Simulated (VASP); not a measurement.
Runs of VASP 6.6.1 on TePb. It takes space group Fm-3m (No. 225, cubic). The conventional cell has a = 6.462 Å, b = 6.462 Å, c = 6.462 Å, α = 90.00°, β = 90.00°, γ = 90.00°. Pb (site symmetry m-3m) has 6 Te at 3.23 Å as nearest neighbours. Around Te (site symmetry m-3m) lie 6 Pb at 3.23 Å. 

```tsv
task	level	cell	cutoff (eV)	smearing	pressure (GPa)	relaxed volume (Å³/atom)
relaxation of cell and atoms	PBE+D3	relaxed	600	fermi-dirac 0.05 eV	0.0	34.55
relaxation of cell and atoms	PBE+D3(BJ)	relaxed	600	fermi-dirac 0.05 eV	0.0	(a)
relaxation of cell and atoms	PBE+rVV10	relaxed	600	fermi-dirac 0.05 eV	0.0	34.61
single point	PBE	as given	520	gaussian 0.028 eV	2.1	-
relaxation of cell and atoms	PBE+MBD	relaxed	600	fermi-dirac 0.05 eV	0.0	34.31
relaxation of cell and atoms	PBE+TS	relaxed	600	fermi-dirac 0.05 eV	0.0	34.04
relaxation of cell and atoms	PBEsol+D3	relaxed	600	fermi-dirac 0.05 eV	0.0	(b)
single point	PBE	as given	520	gaussian 0.022 eV	2.1	-
```

Alike in all rows: potentials or basis VASP PAW PBE potentials, release 64 (Pb_d, Te); no spin polarisation; k mesh 7 × 7 × 7.

Question: Estimate the missing entries.

Answer: (a) 33.82; (b) 32.77.

Caveats: the PAW data sets were made with another functional, which shifts forces and pressure a little (some runs).
